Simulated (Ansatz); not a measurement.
The system is BaTiO3.

```
Ba Ti O
1.0
    -0.09159    0.02278   -3.96240
     3.88088    4.13178    0.06850
     3.92317   -4.17407    0.11386
Ba Ti O
2 2 6
Direct
  0.99749 0.00015 0.00043
  0.99982 0.49875 0.50109
  0.50075 0.49906 0.99785
  0.50366 0.99877 0.49738
  0.99896 0.49878 0.99824
  0.00194 0.99976 0.50212
  0.49413 0.25153 0.25251
  0.49937 0.75231 0.74826
  0.50326 0.25086 0.74969
  0.50062 0.75003 0.25243
```

```yaml
Program: Ansatz 0.2.0
Task: relaxation of cell and atoms
Functional: PBEsol
Potentials_or_basis: all-electron LAPW, scalar-relativistic
Basis_error_allowed: 0.002 eV/atom
k_mesh: 6 × 4 × 4
Occupations: fermi-dirac, width 0.05 eV
Spin: no spin polarisation
```

At the start: volume 12.83 Å³/atom.

Q: Where does the relaxation end?

A: Over 6 steps the energy falls by 36.7 meV/atom and the volume is 12.70 Å³/atom (-1.1 %); space group R3m (No. 160, to 0.05 Å).

Step by step:
```
step  energy change (eV)  largest force (eV/Å)  volume (Å³)
   1              0.0000                0.2524       128.34
   2             -0.1862                0.2115       125.27
   3             -0.3277                0.2516       125.05
   4             -0.3660                0.0567       126.84
   5             -0.3669                0.0045       126.99
   6             -0.3674                0.0045       126.99
```

Final structure:
```
CELL_PARAMETERS angstrom
-0.00487 -0.00484 -3.98984
3.99401 3.99438 0.00943
3.98412 -3.98483 -0.00063
ATOMIC_POSITIONS crystal
Ba 0.00635 0.99371 0.00000
Ba 0.00636 0.49371 0.50000
Ti 0.51758 0.48254 0.00002
Ti 0.51758 0.98253 0.50000
O 0.98770 0.50577 0.00002
O 0.98770 0.00577 0.50001
O 0.49418 0.25901 0.24678
O 0.49420 0.75898 0.74674
O 0.49418 0.25897 0.75324
O 0.49418 0.75901 0.25320
```
